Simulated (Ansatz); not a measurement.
## CdS (CsCl type) under strong compression

```xyz
2
Lattice="3.4102 0.0000 0.0000 0.0000 3.4102 0.0000 0.0000 0.0000 3.4102" Properties=species:S:1:pos:R:3 pbc="T T T"
Cd    0.0000    0.0000    0.0000
S     1.7051    1.7051    1.7051
```

The cell comes from a relaxation on PAW files under the same functional, begun from a prototype that needn't be the stable phase.

Its volume is scaled at fixed shape and fractional positions.

All numbers are PBE results (scalar-relativistic) from Ansatz 0.2.0, with a Γ-centred 14×14×14 k mesh, Fermi–Dirac smearing of 0.05 eV, no spin polarisation. Methods: LAPW: all electrons, basis error target 1 meV/atom; PAW: frozen-core files, cutoff 420 eV; crystal datasets: all electrons, by PAW datasets that the program makes for each cell; norm-conserving: pseudopotentials, cutoff 1071 eV; PAW (cutoff 250 eV): frozen-core files, cutoff 250 eV.

Energies are extrapolated to zero smearing and count from the unscaled cell; pressure is positive in compression; gaps take the mesh and a band path. No temperature or zero-point motion is included.

The structure type is held throughout; the real material can change phase at far lower pressure.

```tsv
V/V0	V (Å³/atom)	P LAPW (GPa)	ΔE LAPW (eV/atom)	P PAW − LAPW (GPa)	ΔE PAW − LAPW (meV/atom)
1.00	19.83	0.01	0.000	0.00	0.0
0.92	18.24	7.04	0.032	0.01	0.1
0.84	16.66	18.22	0.153	0.01	0.2
0.76	15.07	36.2	0.415	0.00	0.2
0.68	13.48	?	0.908	-0.01	0.2
0.60	11.90	116.8	?	-0.04	0.0
0.52	10.31	207.8	3.351	-0.03	-0.4
0.45	8.92	354.4	5.723	0.05	-0.4
```

**Question.** What belongs in the row "0.68", column "P LAPW (GPa)"?

**Answer.** 66.0.

**Question.** Fill in "ΔE LAPW (eV/atom)" for the row "0.60".

**Answer.** 1.791.

**Question.** Fit the Vinet equation to the LAPW pressures over the whole range, with residuals weighted by 1/(|P| + 0.03·Pmax).

**Answer.** V0 = 19.85 Å³/atom, B0 = 65.2 GPa and B0′ = 5.28, and the fit misses no point by more than 4.6 GPa. A fit over so wide a range pins B0 less well than one near rest.

**Question.** From the table, what is the rise of the enthalpy H = E + pV up to the last row, and how stiff is the crystal between the last two rows?

**Answer.** ΔH = 5.723 eV + (354.4 GPa × 8.92 Å³ − 0.01 GPa × 19.83 Å³) × 0.006242 eV/(GPa·Å³) = 25.46 eV/atom, of which pV makes 78 %. The mean bulk modulus there is −ΔP/Δln V = 1010 GPa.

**Question.** At the smallest volume, how far do crystal datasets and norm-conserving and PAW (cutoff 250 eV) lie from LAPW in pressure?

**Answer.** crystal datasets: +0.01 GPa; norm-conserving: -0.52 GPa; PAW (cutoff 250 eV): -5.64 GPa, on a LAPW pressure of 354.4 GPa.

**Question.** How do the Löwdin populations by LAPW change from the unscaled cell to the last row?

**Answer.** Cd 4d 9.99 → 9.85, S 3s 1.96 → 1.87 electrons an atom. These are projections on the shells that the free atoms fill; 0.20 e a cell lies outside them at the start and 0.44 e at the end.
